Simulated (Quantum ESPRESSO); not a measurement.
# BN (Fmm2) in Quantum ESPRESSO: further runs

One crystal, BN, is run at these levels: PBE, LDA; tasks: phonons, Berry-phase polarisation.

Program: Quantum ESPRESSO 7.5. These are calculated values, not measurements. Logs are shortened: lines on timing, memory, paths and dates and some standing lists are left out, and cuts for length are marked.

### 1 The undisturbed crystal

Symmetry: Fmm2, No. 42, orthorhombic system. The conventional cell has a = 2.503 Å, b = 6.991 Å, c = 4.332 Å, α = 90.00°, β = 90.00°, γ = 90.00°. N (site symmetry mm2) has 3 B at 1.44 Å as nearest neighbours. B (site symmetry mm2) has 3 N at 1.44 Å as nearest neighbours.

Measurements of this composition are mostly on another form, of space group No. 194.

### 2 Phonons, PBE (cell strained at random at fixed volume)

File pw.in:

```
&CONTROL
  calculation = 'scf'
  prefix = 'pwscf'
  outdir = './tmp'
  pseudo_dir = './pseudo'
  tprnfor = .true.
  tstress = .true.
  disk_io = 'low'
/
&SYSTEM
  ibrav = 0
  celldm(1) = 8
  nat = 2
  ntyp = 2
  ecutwfc = 88
  nbnd = 9
  occupations = 'smearing'
  smearing = 'fd'
  degauss = 0.00367493
/
&ELECTRONS
  conv_thr = 4d-10
  electron_maxstep = 120
  mixing_beta = 0.5
/
ATOMIC_SPECIES
N     14.0070 07_N_5_1.2_1.4_pbe_n_v1.0.upf
B     10.8100 05_B_3_1.5_1.7_pbe_n_v1.0.upf
CELL_PARAMETERS alat
 -0.0079394480968   0.8241674358119   0.5006578978484
  0.2883608682611  -0.0059975182880   0.5057481113809
  0.2943902756775   0.8294808732428  -0.0131619424580
ATOMIC_POSITIONS crystal
N      0.6666513400    0.6666513400    0.3333486600
B      0.0000486500    0.0000486500    0.9999513500
K_POINTS automatic
6 6 6 1 1 1
```

File relax.in:

```
&CONTROL
  calculation = 'relax'
  prefix = 'pwscf'
  outdir = './tmp'
  pseudo_dir = './pseudo'
  tprnfor = .true.
  tstress = .true.
  disk_io = 'low'
  nstep = 40
  forc_conv_thr = 0.0001
  etot_conv_thr = 1d-06
/
&SYSTEM
  ibrav = 0
  celldm(1) = 8
  nat = 2
  ntyp = 2
  ecutwfc = 88
  nbnd = 9
  occupations = 'smearing'
  smearing = 'fd'
  degauss = 0.00367493
/
&ELECTRONS
  conv_thr = 4d-10
  electron_maxstep = 120
  mixing_beta = 0.5
/
&IONS
  ion_dynamics = 'bfgs'
/
ATOMIC_SPECIES
N     14.0070 07_N_5_1.2_1.4_pbe_n_v1.0.upf
B     10.8100 05_B_3_1.5_1.7_pbe_n_v1.0.upf
CELL_PARAMETERS alat
 -0.0079394480968   0.8241674358119   0.5006578978484
  0.2883608682611  -0.0059975182880   0.5057481113809
  0.2943902756775   0.8294808732428  -0.0131619424580
ATOMIC_POSITIONS crystal
N      0.6666513400    0.6666513400    0.3333486600
B      0.0000486500    0.0000486500    0.9999513500
K_POINTS automatic
6 6 6 1 1 1
```

File scf2.in:

```
&CONTROL
  calculation = 'scf'
  prefix = 'pwscf'
  outdir = './tmp'
  pseudo_dir = './pseudo'
  tprnfor = .true.
  tstress = .true.
  disk_io = 'low'
/
&SYSTEM
  ibrav = 0
  celldm(1) = 8
  nat = 2
  ntyp = 2
  ecutwfc = 88
  nbnd = 9
  occupations = 'fixed'
/
&ELECTRONS
  conv_thr = 1d-13
  electron_maxstep = 120
  mixing_beta = 0.5
  startingpot = 'file'
  startingwfc = 'file'
/
ATOMIC_SPECIES
N     14.0070 07_N_5_1.2_1.4_pbe_n_v1.0.upf
B     10.8100 05_B_3_1.5_1.7_pbe_n_v1.0.upf
CELL_PARAMETERS alat
 -0.0079394480968   0.8241674358119   0.5006578978484
  0.2883608682611  -0.0059975182880   0.5057481113809
  0.2943902756775   0.8294808732428  -0.0131619424580
ATOMIC_POSITIONS crystal
N      0.6648487041    0.6683357398    0.3351235452
B      0.0018512859   -0.0016357498    0.9981764648
K_POINTS automatic
6 6 6 1 1 1
```

File ph.in:

```
phonons of BN
&INPUTPH
  prefix = 'pwscf'
  outdir = './tmp'
  tr2_ph = 1d-18
  fildyn = 'dyn'
  niter_ph = 90
  alpha_mix(1) = 0.7
/
0.8537311371 0.3078110995 0.5055153840
```

File relax_v0.99.in:

```
&CONTROL
  calculation = 'relax'
  prefix = 'pwscf'
  outdir = './tmp'
  pseudo_dir = './pseudo'
  tprnfor = .true.
  tstress = .true.
  disk_io = 'low'
  nstep = 30
  forc_conv_thr = 0.0001
  etot_conv_thr = 1d-06
/
&SYSTEM
  ibrav = 0
  celldm(1) = 8
  nat = 2
  ntyp = 2
  ecutwfc = 88
  nbnd = 9
  occupations = 'fixed'
/
&ELECTRONS
  conv_thr = 1d-13
  electron_maxstep = 120
  mixing_beta = 0.5
/
&IONS
  ion_dynamics = 'bfgs'
/
ATOMIC_SPECIES
N     14.0070 07_N_5_1.2_1.4_pbe_n_v1.0.upf
B     10.8100 05_B_3_1.5_1.7_pbe_n_v1.0.upf
CELL_PARAMETERS alat
 -0.0079128945630   0.8214110023904   0.4989834442217
  0.2873964434390  -0.0059774595539   0.5040566334949
  0.2934056854698   0.8267066690022  -0.0131179222564
ATOMIC_POSITIONS crystal
N      0.6648487041    0.6683357398    0.3351235452
B      0.0018512859   -0.0016357498    0.9981764648
K_POINTS automatic
6 6 6 1 1 1
```

File ph_v0.99.in:

```
phonons at 0.99 of the volume
&INPUTPH
  prefix = 'pwscf'
  outdir = './tmp'
  tr2_ph = 1d-18
  fildyn = 'dyn_v0.99'
  niter_ph = 90
  alpha_mix(1) = 0.7
/
0.8565960282 0.3088440304 0.5072117571
```

File relax_v1.01.in:

```
&CONTROL
  calculation = 'relax'
  prefix = 'pwscf'
  outdir = './tmp'
  pseudo_dir = './pseudo'
  tprnfor = .true.
  tstress = .true.
  disk_io = 'low'
  nstep = 30
  forc_conv_thr = 0.0001
  etot_conv_thr = 1d-06
/
&SYSTEM
  ibrav = 0
  celldm(1) = 8
  nat = 2
  ntyp = 2
  ecutwfc = 88
  nbnd = 9
  occupations = 'fixed'
/
&ELECTRONS
  conv_thr = 1d-13
  electron_maxstep = 120
  mixing_beta = 0.5
/
&IONS
  ion_dynamics = 'bfgs'
/
ATOMIC_SPECIES
N     14.0070 07_N_5_1.2_1.4_pbe_n_v1.0.upf
B     10.8100 05_B_3_1.5_1.7_pbe_n_v1.0.upf
CELL_PARAMETERS alat
 -0.0079658252012   0.8269055537243   0.5023212253347
  0.2893188848330  -0.0060174437493   0.5074283500026
  0.2953683236534   0.8322366438900  -0.0132056701536
ATOMIC_POSITIONS crystal
N      0.6648487041    0.6683357398    0.3351235452
B      0.0018512859   -0.0016357498    0.9981764648
K_POINTS automatic
6 6 6 1 1 1
```

File ph_v1.01.in:

```
phonons at 1.01 of the volume
&INPUTPH
  prefix = 'pwscf'
  outdir = './tmp'
  tr2_ph = 1d-18
  fildyn = 'dyn_v1.01'
  niter_ph = 90
  alpha_mix(1) = 0.7
/
0.8509041921 0.3067918500 0.5038414798
```

Potentials or basis: SPMS 1.0 PBE.

Run with:

```
$ OMP_NUM_THREADS=1 pw.x -in pw.in > pw.out
$ OMP_NUM_THREADS=1 pw.x -in relax.in > relax.out
$ OMP_NUM_THREADS=1 pw.x -in scf2.in > scf2.out
$ OMP_NUM_THREADS=1 ph.x -in ph.in > ph.out
$ OMP_NUM_THREADS=1 pw.x -in relax_v0.99.in > relax_v0.99.out
$ OMP_NUM_THREADS=1 ph.x -in ph_v0.99.in > ph_v0.99.out
$ OMP_NUM_THREADS=1 pw.x -in relax_v1.01.in > relax_v1.01.out
$ OMP_NUM_THREADS=1 ph.x -in ph_v1.01.in > ph_v1.01.out
```

pw.out:

```text
This program is part of the open-source Quantum ESPRESSO suite
     for quantum simulation of materials; please cite
[... 6 lines left out ...]
     --------------------
     sticks:   dense  smooth     PW     G-vecs:    dense   smooth      PW
     Sum         897     897    317                14223    14223    2941

     Using Slab Decomposition

     bravais-lattice index     =            0
     lattice parameter (alat)  =       8.0000  a.u.
     unit-cell volume          =     127.8988 (a.u.)^3
     number of atoms/cell      =            2
     number of atomic types    =            2
     number of electrons       =         8.00
     number of Kohn-Sham states=            9
     kinetic-energy cutoff     =      88.0000  Ry
     charge density cutoff     =     352.0000  Ry
     scf convergence threshold =      4.0E-10
     mixing beta               =       0.5000
     number of iterations used =            8  plain     mixing
     Exchange-correlation= PBE
                           (   1   4   3   4   0   0   0)

     celldm(1)=   8.000000  celldm(2)=   0.000000  celldm(3)=   0.000000
     celldm(4)=   0.000000  celldm(5)=   0.000000  celldm(6)=   0.000000

     crystal axes: (cart. coord. in units of alat)
               a(1) = (  -0.007939   0.824167   0.500658 )
               a(2) = (   0.288361  -0.005998   0.505748 )
               a(3) = (   0.294390   0.829481  -0.013162 )

     reciprocal axes: (cart. coord. in units 2 pi/alat)
               b(1) = ( -1.679045  0.611214  0.964584 )
               b(2) = (  1.705883 -0.589603  0.997639 )
               b(3) = (  1.680624  0.594012 -0.951192 )

     PseudoPot. # 1 for N  read from file:
     07_N_5_1.2_1.4_pbe_n_v1.0.upf
     Pseudo is Norm-conserving + core correction, Zval =  5.0
     Generated using ONCVPSP code by D. R. Hamann
     Using radial grid of 1066 points,  4 beta functions with:
                l(1) =   0
                l(2) =   0
                l(3) =   1
                l(4) =   1

     PseudoPot. # 2 for B  read from file:
     05_B_3_1.5_1.7_pbe_n_v1.0.upf
     Pseudo is Norm-conserving + core correction, Zval =  3.0
     Generated using ONCVPSP code by D. R. Hamann
     Using radial grid of 1526 points,  4 beta functions with:
                l(1) =   0
                l(2) =   0
                l(3) =   1
                l(4) =   1

     atomic species   valence    mass     pseudopotential
     N                 5.00    14.00700     N ( 1.00)
     B                 3.00    10.81000     B ( 1.00)

     No symmetry found

   Cartesian axes

     site n.     atom                  positions (alat units)
         1        N      tau(   1) = (   0.2850779   0.8219404   0.6665344  )
         2        B      tau(   2) = (   0.2943896   0.8294803  -0.0131123  )

     number of k points=   108  Fermi-Dirac smearing, width (Ry)=  0.0037

     Number of k-points >= 100: set verbosity='high' to print them.

     Dense  grid:    14223 G-vectors     FFT dimensions: (  48,  27,  45)

     Initial potential from superposition of free atoms

     starting charge       7.9997, renormalised to       8.0000
     Starting wfcs are    8 randomized atomic wfcs +    1 random wfcs

     Self-consistent Calculation

     iteration #  1     ecut=    88.00 Ry     beta= 0.50
     Davidson diagonalization with overlap
     ethr =  1.00E-02,  avg # of iterations =  5.1

     total energy              =     -26.72222284 Ry
     estimated scf accuracy    <       0.38462454 Ry

     iteration #  2     ecut=    88.00 Ry     beta= 0.50
     Davidson diagonalization with overlap
     ethr =  4.81E-03,  avg # of iterations =  1.5

     total energy              =     -26.79621431 Ry
     estimated scf accuracy    <       0.03626339 Ry

     iteration #  3     ecut=    88.00 Ry     beta= 0.50
     Davidson diagonalization with overlap
     ethr =  4.53E-04,  avg # of iterations =  2.6

     total energy              =     -26.80037220 Ry
     estimated scf accuracy    <       0.00438819 Ry

     iteration #  4     ecut=    88.00 Ry     beta= 0.50
     Davidson diagonalization with overlap
     ethr =  5.49E-05,  avg # of iterations =  4.0

     total energy              =     -26.80079286 Ry
     estimated scf accuracy    <       0.00017902 Ry

     iteration #  5     ecut=    88.00 Ry     beta= 0.50
     Davidson diagonalization with overlap
     ethr =  2.24E-06,  avg # of iterations =  3.9

     total energy              =     -26.80082498 Ry
     estimated scf accuracy    <       0.00001777 Ry

     iteration #  6     ecut=    88.00 Ry     beta= 0.50
     Davidson diagonalization with overlap
     ethr =  2.22E-07,  avg # of iterations =  1.2

     total energy              =     -26.80082743 Ry
     estimated scf accuracy    <       0.00000012 Ry

     iteration #  7     ecut=    88.00 Ry     beta= 0.50
     Davidson diagonalization with overlap
     ethr =  1.45E-09,  avg # of iterations =  3.5

     total energy              =     -26.80082754 Ry
     estimated scf accuracy    <       0.00000010 Ry

     iteration #  8     ecut=    88.00 Ry     beta= 0.50
     Davidson diagonalization with overlap
     ethr =  1.23E-09,  avg # of iterations =  1.3

     End of self-consistent calculation

     Number of k-points >= 100: set verbosity='high' to print the bands.

     the Fermi energy is     5.5170 ev

!    total energy              =     -26.80082756 Ry
     estimated scf accuracy    <          3.3E-10 Ry
     smearing contrib. (-TS)   =      -0.00000000 Ry
     internal energy E=F+TS    =     -26.80082756 Ry

     The total energy is F=E-TS. E is the sum of the following terms:
     one-electron contribution =     -10.18677716 Ry
     hartree contribution      =       9.14697988 Ry
     xc contribution           =      -8.66908784 Ry
     ewald contribution        =     -17.09194244 Ry

     convergence has been achieved in   8 iterations

     Forces acting on atoms (cartesian axes, Ry/au):

     atom    1 type  1   force =     0.01423047   -0.00012812   -0.00062793
     atom    2 type  2   force =    -0.01423047    0.00012812    0.00062793

     Total force =     0.020145     Total SCF correction =     0.000018

     Computing stress (Cartesian axis) and pressure

          total   stress  (Ry/bohr**3)                   (kbar)     P=       42.89
   0.00031982  -0.00000716   0.00067648           47.05       -1.05       99.51
  -0.00000716   0.00010685  -0.00000733           -1.05       15.72       -1.08
   0.00067648  -0.00000733   0.00044803           99.51       -1.08       65.91

=------------------------------------------------------------------------------=
   JOB DONE.
=------------------------------------------------------------------------------=
```

Wall time 30 min (1 thread of Arm Neoverse V1, shared host); peak memory 0.09 GiB.

Results:

```
Free energy                                 : -364.6454 eV
Pressure after relaxing                     : 4.2 GPa
Highest phonon frequency at the q point run : 1327 cm⁻¹
```

Forces in eV/Å, atoms in the order of the input:
```
N    0.000  0.000 -0.002
B    0.000  0.000  0.002
```

Stress tensor (GPa, compression positive):
```
 4.49 -0.10  9.00
-0.10  1.57 -0.10
 9.00 -0.10  6.43
```

The path:
```csv
step,energy change (eV),largest force (eV/Å),pressure (GPa)
1,0.0000,0.3663,4.29
2,-0.0007,0.2710,4.11
3,-0.0016,0.0034,4.16
4,-0.0016,0.0025,4.16
```

Final structure:
```
CELL_PARAMETERS angstrom
-0.03361 3.48904 2.11949
1.22075 -0.02539 2.14104
1.24628 3.51154 -0.05572
ATOMIC_POSITIONS crystal
N 0.66485 0.66834 0.33512
B 0.00185 0.99836 0.99818
```

Levels at points of the mesh, in eV from the valence-band top:
```
           k point  band 1  band 2  band 3  band 4  band 5  band 6  band 7  band 8
(0.08, 0.08, 0.08)  -17.68   -4.34   -1.86   -1.69    5.24   11.62   12.24   12.61
```

Phonon frequencies in cm⁻¹ (negative: imaginary):
```tsv
q point	frequencies
(0.500, 0.500, 0.500)	289 551 621 1166 1269 1327
```

Phonon modes at q = (0.500, 0.500, 0.500) in reciprocal lattice units:
| mode | symmetry | cm⁻¹ |
| --- | --- | --- |
| 1 | A | 289 |
| 2 | A | 551 |
| 3 | A | 621 |
| 4 | A | 1166 |
| 5 | A | 1269 |
| 6 | A | 1327 |

Mode Grüneisen parameters of phonons at q = (0.500, 0.500, 0.500) in reciprocal lattice units, in order of frequency: -2.52, 0.04, -0.56, 0.93, 1.65, 1.12

Frequencies at 99 % and 101 % of the volume (pressures 6.6 and 1.8 GPa), ions relaxed:
```
mode  99 % (cm⁻¹)  101 % (cm⁻¹)  Grüneisen parameter
   1        281.2         295.7                -2.52
   2        551.0         550.5                 0.04
   3        617.2         624.1                -0.56
   4       1177.2        1155.6                 0.93
   5       1290.2        1248.4                 1.65
   6       1342.1        1312.3                 1.12
```

Caveat: the cell is more than 3 GPa from zero pressure, which shifts response properties.

[end of part 1 of 2]
